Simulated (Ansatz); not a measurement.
As under changes of volume

One of the cells (22.434 Å³/atom); the others are scaled copies at fixed shape and fractional positions:

```
As
1.0
     1.82500   -5.50000    0.00000
     1.82500    5.50000    0.00000
     0.00000    0.00000    4.47000
As
4
Direct
  0.39000 0.61000 0.56000
  0.89000 0.11000 0.94000
  0.61000 0.39000 0.44000
  0.11000 0.89000 0.06000
```

This isn't the form of As at room conditions, which is rhombohedral.

| Quantity | Value |
| --- | --- |
| Program | Ansatz 0.2.0 |
| Functional | PBEsol |
| Potentials or basis | all-electron LAPW, scalar-relativistic |
| Cutoff | 275 eV (chosen from the basis error) |
| Basis error allowed | 0.002 eV/atom |
| k mesh | 8 × 8 × 6 |
| Occupations | fermi-dirac, width 0.05 eV |
| Spin | no spin polarisation |

```tsv
volume (Å³/atom)	energy over the lowest point (meV/atom)	pressure (GPa)	largest force (eV/Å)
21.088	?	?	?
21.536	6.82	2.8	0.340
21.985	1.26	1.2	0.180
22.434	0.00	-0.3	0.113
22.882	2.64	-1.6	0.210
23.331	8.79	-2.8	0.340
23.780	18.13	-3.9	0.469
```

Question: What does the run at 21.088 Å³/atom give?

Answer: Energy over the lowest point 17.17 meV/atom; pressure 4.6 GPa; largest force 0.526 eV/Å.

Worked out: A Birch-Murnaghan fit of order 3 (a polynomial in V^(-2/3)) to the other rows has its minimum at 22.35 Å³/atom with B0 = V·E''(V) = 70 GPa and B' = 4.0 at fixed shape and positions, which overstates the stiffness. It gives 17.13 meV/atom at 21.088 Å³/atom, against the run's 17.17, and -dE/dV = 4.6 GPa, against 4.6.

Energies are extrapolated to zero smearing.
